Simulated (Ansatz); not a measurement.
TiAl, DFT, PBEsol, all-electron LAPW, scalar-relativistic (Ansatz 0.2.0), run on 1 thread of AMD EPYC 9R45 96-Core Processor (Zen 5) on a shared host.

The cell comes from COD entry 1532769, which wasn't checked; take it as a given geometry. The listed cell was then made from it by scaling, straining or moving an atom.

Command: `ansatz run input.yaml --threads 1 --pin off --max-ram 3072MiB --backend cpu --events-out ev --progress --plain --runs-dir out`

```yaml
crystal:
  lattice:
    - [2.8373, 0.028373, 0.028373]
    - [0.028373, 2.8373, 0.028373]
    - [0.040591, 0.040591, 4.0591]
  atoms:
    - { symbol: Ti, position: [0.0, 0.0, 0.0] }
    - { symbol: Al, position: [0.5, 0.5, 0.5] }
kpoints:
  mp_grid: { grid: [12, 12, 8] }
  band_path:
    path:
      - [0.0, 0.0, 0.0]
      - [0.4903402537, -0.4903402537, 0.0]
      - [-0.4903402537, -0.5096597463, 0.0]
      - [-0.5, -0.5, 0.0]
      - [0.0, 0.0, 0.0]
      - [-0.5, -0.5, -0.5]
      - [-0.4835881171, -0.5164118829, -0.5]
      - [0.4835881171, -0.4835881171, -0.5]
      - [0.0, 0.0, -0.5]
    npoints: 5
scf:
  occupations: { method: fermi_dirac, width: 0.05 }
hamiltonian:
  xc: pbesol
  pseudopotentials: { kind: all_electron, lapw: { basis_error: 0.001 } }
output:
  forces: true
  stress: true
  eigenvalues: true
```

How large is the problem that the program sets up?

320 irreducible k-points, 257 plane waves at Γ, 16 bands.

Estimate the wall time and the peak memory.

14 s of wall time for 7 SCF iterations, with a peak of 0.74 GiB. Times on shared machines scatter by tens of per cent.
